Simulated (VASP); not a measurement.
A run of VASP 6.6.1 is set up as follows.

Contents of INCAR:

```
  ALGO = Fast
  EDIFF = 1E-8
  ENCUT = 520
  GGA = PE
  ISIF = 2
  ISMEAR = 0
  LASPH = T
  LCHARG = F
  LEFG = T
  LREAL = F
  LWAVE = F
  NELM = 100
  PREC = Accurate
  SIGMA = 0.02
```

The input KPOINTS:

```
k-points
0
Gamma
  12 12 4
```

POSCAR

```
BN
1.0
    2.4982400000      0.0000000000      0.0000000000
   -1.2491200000      2.1635393048      0.0000000000
    0.0000000000      0.0000000000      6.6357000000
N B
2 2
Direct
    0.6666666667      0.3333333333      0.2500000000
    0.3333333333      0.6666666667      0.7500000000
    0.6666666667      0.3333333333      0.7500000000
    0.3333333333      0.6666666667      0.2500000000
```

Potentials or basis: VASP PAW PBE potentials, release 64 (N, B).

Run with:

```bash
$ cat potpaw_PBE.64/N/POTCAR potpaw_PBE.64/B/POTCAR > POTCAR
$ mpirun -np 1 vasp_std > vasp.out
```

Problem. Predict the band gap on the k mesh.

Solution. 4.29 eV, indirect (least direct gap 4.66 eV).

Problem. Predict the pressure.

Solution. 5.1 GPa.

Stress tensor (GPa, compression positive):
```
6.29 0.00 0.00
0.00 6.29 0.00
0.00 0.00 2.84
```

Caveat: this functional lacks dispersion, which binds the layers, so the pressure and a relaxed spacing across them are unreliable. A k mesh can miss the band edges.
